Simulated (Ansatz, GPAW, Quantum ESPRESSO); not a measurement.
# Au: 3 runs at one level of theory

```
Au
1.0
    -1.65727    1.65727    1.65727
     1.65727   -1.65727    1.65727
     1.65727    1.65727   -1.65727
Au
1
Direct
  0.00000 0.00000 0.00000
```

This isn't the form of Au at room conditions, which is fcc.

Alike in all runs: task band structure; functional PBEsol; k mesh 11 × 11 × 11; occupations fermi-dirac, width 0.05 eV; no spin polarisation; no spin-orbit coupling. Pressure is positive in compression and, in plane waves, holds the error of the finite cutoff.

```csv
program and potentials,plane-wave cutoff (eV),notes,pressure (GPa)
"Quantum ESPRESSO, PseudoDojo 0.4.1 SR PBEsol standard",1034,19 valence electrons an atom on average,-9.20
"Ansatz, all-electron LAPW, scalar-relativistic",-,-,-8.90
"GPAW, PAW data sets generated for this functional",600,11 valence electrons an atom on average; this data set often lies off other programs,-6.76
```

The pressure spans -9.20 (Quantum ESPRESSO, PseudoDojo 0.4.1 SR PBEsol standard) to -6.76 GPa (GPAW, PAW data sets generated for this functional), with all-electron results at -8.90.

Differences between rows come from potentials, basis sets and numerical settings, since the functional is the same but for its coding. Runs on potential files found faulty are left out.
